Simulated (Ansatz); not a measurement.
# SiRu under changes of volume

One of the cells (13.049 Å³/atom); the others are scaled copies at fixed shape and fractional positions:

```
Ru Si
1.0
     4.70860    0.00000    0.00000
     0.00000    4.70860    0.00000
     0.00000    0.00000    4.70860
Ru Si
4 4
Direct
  0.12941 0.12941 0.12941
  0.37059 0.87059 0.62941
  0.62941 0.37059 0.87059
  0.87059 0.62941 0.37059
  0.83758 0.83758 0.83758
  0.66242 0.16242 0.33758
  0.33758 0.66242 0.16242
  0.16242 0.33758 0.66242
```

The cell comes from a database or a generator and needn't be the stable form of this composition.

| Quantity | Value |
| --- | --- |
| Program | Ansatz 0.2.0 |
| Functional | r2SCAN |
| Potentials or basis | Ansatz PAW |
| Cutoff | 500 eV (not typed: the program's choice for these potentials) |
| k mesh | 6 × 6 × 6 |
| Occupations | fermi-dirac, width 0.05 eV |
| Spin | no spin polarisation |

| volume (Å³/atom) | energy over the lowest point (meV/atom) | pressure (GPa) | gap on the mesh (eV) | largest force (eV/Å) |
| --- | --- | --- | --- | --- |
| 12.266 | ? | ? | ? | ? |
| 12.527 | 16.14 | 11.0 | 0.36 | 0.286 |
| 12.788 | 3.34 | 4.9 | 0.36 | 0.129 |
| 13.049 | 0.00 | -0.6 | 0.35 | 0.018 |
| 13.310 | 5.12 | -5.5 | 0.35 | 0.153 |
| 13.571 | 17.77 | -9.9 | 0.34 | 0.279 |
| 13.832 | 37.17 | -13.8 | 0.33 | 0.396 |

What does the run at 12.266 Å³/atom give?

Energy over the lowest point 39.51 meV/atom; pressure 17.8 GPa; gap on the mesh 0.36 eV; largest force 0.456 eV/Å.

Worked out: A Birch-Murnaghan fit of order 3 (a polynomial in V^(-2/3)) to the other rows has its minimum at 13.02 Å³/atom with B0 = V·E''(V) = 262 GPa and B' = 4.7 at fixed shape and positions, which overstates the stiffness. It gives 39.55 meV/atom at 12.266 Å³/atom, against the run's 39.51, and -dE/dV = 17.9 GPa, against 17.8. A straight line through the other rows of the gap, of slope -0.302 eV per unit of ln V, extrapolates to 0.37 eV, against the run's 0.36.

Energies are extrapolated to zero smearing.

Caveats: the PAW data sets come from PBE, with cores solved anew for the run's functional, which leaves a small shift of forces and pressure.

A mesh can miss the band edges. Spin-orbit coupling on Ru is left out.
